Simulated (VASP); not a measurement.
A run of VASP 6.6.1:

The input INCAR:

```
SYSTEM = InAs
PREC = Accurate
ENCUT = 600
EDIFF = 1E-7
ISMEAR = -1
SIGMA = 0.05
LREAL = .False.
LASPH = .True.
NELM = 60
ALGO = Normal
ISIF = 3
LWAVE = .False.
LCHARG = .False.
GGA = PE
IBRION = 2
NSW = 40
EDIFFG = -0.005
```

KPOINTS

```
regular mesh
0
Gamma
  8 8 8
  0 0 0
```

File POSCAR:

```
InAs
1.0
    0.0000000000      3.0180000000      3.0180000000
    3.0180000000      0.0000000000      3.0180000000
    3.0180000000      3.0180000000      0.0000000000
In As
1 1
Direct
    0.0000000000      0.0000000000      0.0000000000
    0.7500000000      0.7500000000      0.7500000000
```

Potentials or basis: VASP PAW PBE potentials, release 64 (In_d, As).

Launch:

```bash
$ cat potpaw_PBE.64/In_d/POTCAR potpaw_PBE.64/As/POTCAR > POTCAR
$ mpirun -np 1 vasp_std > vasp.out
```

Hardware: 1 thread of Intel(R) Xeon(R) 6975P-C (Granite Rapids), on a shared host.

**Question.** Estimate the wall time of this run.

**Answer.** Run time: 44 s on 1 thread of Intel(R) Xeon(R) 6975P-C (Granite Rapids), on a shared host, peak memory 0.22 GiB. Counts: scf iterations 38, k points 29, ion steps 3.
